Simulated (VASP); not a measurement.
**TlBr: relaxation of cell and atoms with LDA**

TlBr:

```
Tl Br
1.0
     3.97000    0.00000    0.00000
     0.00000    3.97000    0.00000
     0.00000    0.00000    3.97000
Tl Br
1 1
Direct
  0.00000 0.00000 0.00000
  0.50000 0.50000 0.50000
```

| Item | Value |
| --- | --- |
| Program | VASP 6.6.1 |
| Task | relaxation of cell and atoms |
| Functional | LDA |
| Potentials or basis | VASP PAW LDA potentials, release 64 (Tl_d, Br) |
| Cutoff | 600 eV |
| k mesh | 8 × 8 × 8 |
| Occupations | gaussian, width 0.02 eV |
| Spin | no spin polarisation |
| Dipole correction | no |
| Further INCAR settings | ALGO = Fast; EDIFF = 1e-07; IBRION = 2; EDIFFG = -0.005; NSW = 100; ISIF = 3 |

```yaml
Relaxed_volume: 28.36 Å³/atom
Relaxed_cell: a = 3.842 Å, b = 3.842 Å, c = 3.842 Å, α = 90.00°, β = 90.00°, γ = 90.00°
Space_group_after_relaxing_to_0.05_Å: Pm-3m (No. 221)
Energy_gained_by_relaxing: 25.6 meV/atom
Ionic_steps: 4
Pressure_after_relaxing: 0.0 GPa
Band_gap_on_the_k_mesh: 1.35 eV, direct
```

The path:
```
step  energy change (eV)  largest force (eV/Å)  pressure (GPa)  volume (Å³)
   1              0.0000                0.0000           -2.55        62.57
   2             -0.0477                0.0000           -0.78        58.17
   3             -0.0512                0.0000           -0.05        56.82
   4             -0.0513                0.0000            0.02        56.71
```

Final structure:
```
Tl Br
1.0
     3.84203    0.00000    0.00000
     0.00000    3.84203    0.00000
     0.00000    0.00000    3.84203
Tl Br
1 1
Direct
  0.00000 0.00000 0.00000
  0.50000 0.50000 0.50000
```

Levels at points of the mesh, in eV from the valence-band top:
```
           k point  band 8  band 9  band 10  band 11  band 12  band 13
(0.00, 0.00, 0.00)   -1.82   -1.82    -1.82     6.52     6.52     7.43
(0.50, 0.00, 0.00)   -1.17   -1.17     0.00     1.35     5.53     5.53
(0.50, 0.50, 0.00)   -3.79   -3.79    -1.09     4.80     4.80     7.43
(0.50, 0.50, 0.50)   -2.49   -2.49    -2.49     1.47     1.47     1.47
```

It took 29 s on 1 thread of Intel(R) Xeon(R) 6975P-C (Granite Rapids), with other jobs on the host, peak memory 0.19 GiB.

Caveat: spin-orbit coupling is left out, which as a rule narrows the gap of such compounds by several tenths of an eV. LDA usually gives volumes a few per cent too small.
